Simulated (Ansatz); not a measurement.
# PbSe (Pm-3m) in Ansatz: notebook

One crystal, PbSe, is run at these levels: PBE, LDA, PBEsol; tasks: band structure, single point, equation of state.

All numbers are computed with Ansatz 0.2.0; they aren't measurements. Logs are shortened: lines on timing, memory, paths and dates and some standing lists are left out, and cuts for length are marked.

## 1. The crystal as given

It takes space group Pm-3m (No. 221, cubic). Conventional cell: a = 3.784 Å, b = 3.784 Å, c = 3.784 Å, α = 90.00°, β = 90.00°, γ = 90.00°. Pb (site symmetry m-3m) has 8 Se at 3.28 Å as nearest neighbours. Around Se (site symmetry m-3m) lie 8 Pb at 3.28 Å.

Measurements of this composition are mostly on another form, of space group No. 225.

## 2. Band structure, PBE

File input.yaml:

```yaml
crystal:
  lattice:
    - [3.784322, 0.0, 0.0]
    - [0.0, 3.784322, 0.0]
    - [0.0, 0.0, 3.784322]
  atoms:
    - { symbol: Pb, position: [0.0, 0.0, 0.0] }
    - { symbol: Se, position: [0.5, 0.5, 0.5] }
kpoints:
  mp_grid: { grid: [7, 7, 7] }
  band_path:
    path:
      - [0.0, 0.0, 0.0]
      - [0.0, 0.5, 0.0]
      - [0.5, 0.5, 0.0]
      - [0.0, 0.0, 0.0]
      - [0.5, 0.5, 0.5]
      - [0.0, 0.5, 0.0]
    npoints: 8
scf:
  occupations: { method: fermi_dirac, width: 0.05 }
hamiltonian:
  xc: pbe
  pseudopotentials: { kind: all_electron, lapw: { basis_error: 0.001 } }
output:
  forces: true
  stress: true
  eigenvalues: true
```

Potentials or basis: all-electron LAPW, scalar-relativistic.

The run is started by

```sh
ansatz run input.yaml --threads 1 --pin off --max-ram 3072MiB --backend cpu --events-out ev --progress --plain --runs-dir out
```

The log of the run:

```text
Warning: RAYON_NUM_THREADS=1 ignored (pool sized by the plan → 1); use --threads N
LAPW: plane waves up to 6.391 Å⁻¹, error target 1.0e-3 eV per atom; small_component_spin mean_spin; Se in spheres of 1.533 Å, 24 of its electrons in bands, Dirac shells []; Pb in spheres of 1.744 Å, 36 of its electrons in bands, Dirac shells [] (how accurate: hamiltonian.pseudopotentials.lapw.basis_error, Limitations)
Engine: ansatz 0.2.0, aarch64-unknown-linux-gnu
Pseudopotentials: kind: all_electron
Pseudopotential: Pb, LAPW, valence charge 36, lapw/all_electron/scalar/gaussian/Pb, Koelling and Harmon's equation, gaussian nucleus
Pseudopotential: Se, LAPW, valence charge 24, lapw/all_electron/scalar/gaussian/Se, Koelling and Harmon's equation, gaussian nucleus
Functional definition: PBE
  parameter kappa = 0.804
  parameter beta = 0.06672455060314922
  exchange = pbe_x(kappa = kappa, mu = beta*pi^2/3)
  correlation = pbe_c(beta = beta)
Crystal: 2 atoms, lattice volume = 54.196 Å³
Basis set: ecut = 155.63966860066347 eV, 251 PW (Γ), exchange–correlation at level 2
Bands: 36, of which v1, the nominal top of the filled ones, is band 30 counted from 1 (29 counted from 0)
Symmetry: 48 space group operations
Space group: Pm-3m (ITA 221), of the structure as read, at distance tolerance 3.8e-5 Å
k-points: 20 of 343
Non-local potential: Pb, projectors of the file, none
Non-local potential: Se, projectors of the file, none
Initial density: superposition of atomic densities (chi_scale 0.1, normalization cell, long waves kept (reshape's long-wave potential 0.00 eV rms))
Initial wavefunctions: plane waves of lowest kinetic energy (no species holds an atomic orbital)
Functional: x = pbe(κ = 0.804, μ = 0.2195149727645171), c = pbe(β = 0.06672455060314922)
iter 1 solved again at ethr=1.97e-3 eV; its pass at ethr=1.00e-1 eV (dr2=1.18e0 eV) is discarded
SCF iter   1: F=—  HF=-634193.366388 eV  |F-HF|=—  |Δ(HF+E_count)|=         —  Δρ=2.82e-2  dr2=1.18e0  ethr=1.97e-3  ⟨swp⟩=2.0  Hψ=4355  notcnv=0
preconditioner: auto → Resta (q_TF=auto, 2.775 Å⁻¹)  ε∞=2.8  [insulator: Δε(μ)=0.672 eV  Ē_g=16.898 eV  σ=0.050 eV  W_gap=1.00  n_scr=18 (ndim 8)  ℏωp=22.6 eV  f_vac=0.000  D(μ)=0.01/eV (n_scr^D=0)  ε∞_Penn≈2.8]
iter 2 solved again at ethr=8.84e-5 eV; its pass at ethr=1.97e-3 eV (dr2=5.30e-2 eV) is discarded
SCF iter   2: F=—  HF=-634192.921653 eV  |F-HF|=—  |Δ(HF+E_count)|=   4.45e-1  Δρ=6.25e-3  dr2=5.30e-2  ethr=8.84e-5  ⟨swp⟩=2.0  Hψ=3622  notcnv=0
preconditioner: auto → Kerker (q_TF=auto, 2.775 Å⁻¹)  [metal: Δε(μ)=0.026 eV  Ē_g=17.201 eV  σ=0.050 eV  W_gap=0.13  n_scr=18 (ndim 8)  ℏωp=22.6 eV  f_vac=0.000  D(μ)=1.32/eV (n_scr^D=6)]
SCF iter   3: F=—  HF=-634192.925315 eV  |F-HF|=—  |Δ(HF+E_count)|=   3.66e-3  Δρ=7.67e-3  dr2=9.44e-2  ethr=8.83e-5  ⟨swp⟩=2.0  Hψ=2143  notcnv=0
SCF iter   4: F=—  HF=-634192.913441 eV  |F-HF|=—  |Δ(HF+E_count)|=   1.19e-2  Δρ=1.81e-3  dr2=3.30e-3  ethr=8.83e-5  ⟨swp⟩=2.0  Hψ=1983  notcnv=0
SCF iter   5: F=—  HF=-634192.915338 eV  |F-HF|=—  |Δ(HF+E_count)|=   1.90e-3  Δρ=7.82e-4  dr2=6.32e-4  ethr=5.50e-6  ⟨swp⟩=2.0  Hψ=2144  notcnv=0
SCF iter   6: F=—  HF=-634192.915577 eV  |F-HF|=—  |Δ(HF+E_count)|=   2.39e-4  Δρ=3.61e-4  dr2=1.75e-4  ethr=1.05e-6  ⟨swp⟩=2.0  Hψ=2144  notcnv=0
SCF iter   7: F=—  HF=-634192.915565 eV  |F-HF|=—  |Δ(HF+E_count)|=   1.11e-5  Δρ=1.38e-4  dr2=1.39e-5  ethr=2.92e-7  ⟨swp⟩=2.0  Hψ=2142  notcnv=0
SCF iter   8: F=—  HF=-634192.915561 eV  |F-HF|=—  |Δ(HF+E_count)|=   3.97e-6  Δρ=9.13e-5  dr2=9.74e-6  ethr=2.32e-8  ⟨swp⟩=2.0  Hψ=2143  notcnv=0
SCF iter   9: F=—  HF=-634192.915559 eV  |F-HF|=—  |Δ(HF+E_count)|=   2.17e-6  Δρ=3.05e-5  dr2=5.29e-7  ethr=1.62e-8  ⟨swp⟩=2.0  Hψ=2142  notcnv=0
SCF iter  10: F=—  HF=-634192.915560 eV  |F-HF|=—  |Δ(HF+E_count)|=   3.31e-7  Δρ=1.03e-5  dr2=7.73e-8  ethr=8.82e-10  ⟨swp⟩=3.0  Hψ=2183  notcnv=0
SCF iter  11: F=-634192.915560 eV  HF=-634192.915560 eV  |F-HF|=1.16e-9  |Δ(HF+E_count)|=   3.29e-8  Δρ=3.86e-6  dr2=9.49e-9  ethr=1.29e-10  ⟨swp⟩=2.1  Hψ=2146  notcnv=0
SCF 1 converged in 11 iterations: F = -634192.915560 eV  dr2 = 9.49e-9
NSCF: frozen V_eff on 41 k-points
SCF converged after 11 iterations
Free energy (F): -634192.915560 eV
Harris-Foulkes:  -634192.915560 eV  (|F-HF|=1.16e-9)
Internal energy: -634192.904782 eV  (E = F + TS)
E sigma→0 (E₀):  -634192.910171 eV
Entropy (-TS):   -0.010778 eV (-5.389 meV/atom)
Fermi energy:    12.380298 eV
--- Per-component energies (eV) ---
  E_band       = -3803.933790
  E_kinetic    = 722663.934868
  E_xc         = -12975.688275
  E_electrostatic = -1343881.151375  (all electrons and nuclei)
  E_smearing   = -0.010778  (= −TS)
  E_closure    = 0.000000  (closes the sum)
  E_atoms      = -634185.215359  (free atoms, spherical and without spin; not in F)
  Σ components = -634192.915560   (vs F -634192.915560, Δ=0.00e0)
  Basis errors (estimates in eV, not in F): energy 2.9e-4 per atom: plane waves 2.6e-4 (1.3e-4 summed), levels above the bands 1.2e-85, relativity 3.4e-8, radial functions 3.2e-5, core shells 1.1e-9; eigenvalues (radial functions only) 1.4e-5; not estimated: angular momenta, meshes, grids; target (lapw.basis_error) 1.0e-3; muffin-tin radii Se 1.533 Å, Pb 1.744 Å
--- Forces (eV/Å), atoms counted from 1 ---
  atom   1  Pb    -0.00000000     0.00000000     0.00000000
  atom   2  Se     0.00000000     0.00000000     0.00000000
  max |Σ_I F_I| component: 6.66e-31 eV/Å
--- Stress (GPa, compression-positive) ---
       -0.156198       0.000000       0.000000
        0.000000      -0.156198      -0.000000
        0.000000      -0.000000      -0.156198
  P = ⅓ Tr σ = -0.1562 GPa (-1.562 kbar)
--- Band table (eV; the first three rows and the last of 20) ---
  k-point 0: bands = ["-194.7240", "-134.1904", "-134.1904", "-134.1904", "-127.1087", "-116.1450", "-116.1450", "-116.1450", "-116.1436", "-116.1436", "-116.1436", "-116.1418", "-68.9493", "-68.9493", "-68.9493", "-34.4016", "-34.4016", "-34.4016", "-34.4012", "-34.4012", "-4.5247", "-4.5247", "-4.3760", "-4.3760", "-4.3760", "-0.7917", "5.3609", "10.9230", "10.9230", "10.9230", "17.5479", "17.5479", "18.4774", "18.4774", "18.4774", "23.6706"]
  k-point 1: bands = ["-194.7240", "-134.1904", "-134.1904", "-134.1904", "-127.1087", "-116.1450", "-116.1450", "-116.1450", "-116.1436", "-116.1436", "-116.1436", "-116.1418", "-68.9494", "-68.9493", "-68.9493", "-34.4016", "-34.4016", "-34.4015", "-34.4012", "-34.4011", "-4.5235", "-4.5030", "-4.3839", "-4.3839", "-4.3753", "-0.6444", "5.0639", "10.8363", "11.0958", "11.0958", "16.8205", "17.7056", "17.9991", "17.9991", "19.0098", "24.3422"]
  k-point 2: bands = ["-194.7240", "-134.1904", "-134.1904", "-134.1904", "-127.1087", "-116.1450", "-116.1450", "-116.1450", "-116.1436", "-116.1436", "-116.1436", "-116.1418", "-68.9495", "-68.9493", "-68.9493", "-34.4016", "-34.4016", "-34.4015", "-34.4012", "-34.4008", "-4.5207", "-4.4545", "-4.4018", "-4.4018", "-4.3737", "-0.2504", "4.3136", "10.9884", "11.5554", "11.5554", "14.8627", "16.9137", "16.9137", "18.1623", "21.3773", "22.4079"]
  k-point 19: bands = ["-194.7240", "-134.1904", "-134.1904", "-134.1904", "-127.1087", "-116.1450", "-116.1450", "-116.1450", "-116.1436", "-116.1436", "-116.1436", "-116.1418", "-68.9496", "-68.9496", "-68.9496", "-34.4018", "-34.4018", "-34.4018", "-34.4003", "-34.4003", "-4.4657", "-4.4611", "-4.4611", "-4.3441", "-4.3441", "1.0771", "5.7882", "9.6430", "9.9227", "9.9227", "12.2687", "12.2687", "13.0876", "24.8213", "25.4390", "25.4390"]
```

Run time: 12 s. Hardware: 1 thread of Arm Neoverse V1, shared host; peak memory 0.28 GiB.

Results:

```yaml
Free_energy: -634192.9156 eV
Pressure: -0.2 GPa
Band_gap_along_the_path: none (metal or under the smearing width)
```

Levels at the corners of the path, in eV from the Fermi level:
```csv
point,band 27,band 28,band 29,band 30,band 31,band 32,band 33,band 34
Γ,-7.02,-1.46,-1.46,-1.46,5.17,5.17,6.10,6.10
X,-8.90,-0.24,-0.24,-0.24,0.14,3.45,3.45,6.55
M,-7.41,-4.30,-4.30,0.02,4.16,4.16,5.03,6.82
Γ,-7.02,-1.46,-1.46,-1.46,5.17,5.17,6.10,6.10
R,-6.36,-2.30,-2.30,-2.30,-0.55,-0.55,-0.55,13.80
X,-8.90,-0.24,-0.24,-0.24,0.14,3.45,3.45,6.55
```

Caveat: spin-orbit coupling is left out, which moves the levels of the heavy elements.

## 3. Band structure, LDA

Changes to input.yaml since step 2:

```diff
@@ -22,3 +22,3 @@
 hamiltonian:
-  xc: pbe
+  xc: lda
   pseudopotentials: { kind: all_electron, lapw: { basis_error: 0.001 } }
```

Potentials or basis: all-electron LAPW, scalar-relativistic.

The run is started by

```sh
ansatz run input.yaml --threads 1 --pin off --max-ram 3072MiB --backend cpu --events-out ev --progress --plain --runs-dir out
```

Run time: 12 s. Hardware: 1 thread of Arm Neoverse V1, shared host; peak memory 0.27 GiB.

It converged, with:

| Property | Result |
| --- | --- |
| Free energy | -633803.2849 eV |
| Pressure | -4.8 GPa |
| Band gap along the path | none (metal or under the smearing width) |

Levels at the corners of the path, in eV from the Fermi level:
```tsv
point	band 28	band 29	band 30	band 31	band 32	band 33
Γ	-1.46	-1.46	-1.46	5.16	5.16	5.98
X	-0.26	-0.22	-0.22	0.03	3.36	3.36
M	-4.31	-4.31	0.03	4.07	4.07	4.91
Γ	-1.46	-1.46	-1.46	5.16	5.16	5.98
R	-2.28	-2.28	-2.28	-0.63	-0.63	-0.63
X	-0.26	-0.22	-0.22	0.03	3.36	3.36
```

Caveat: spin-orbit coupling is left out, which moves the levels of the heavy elements.

(Part 1 of 2 ends here.)
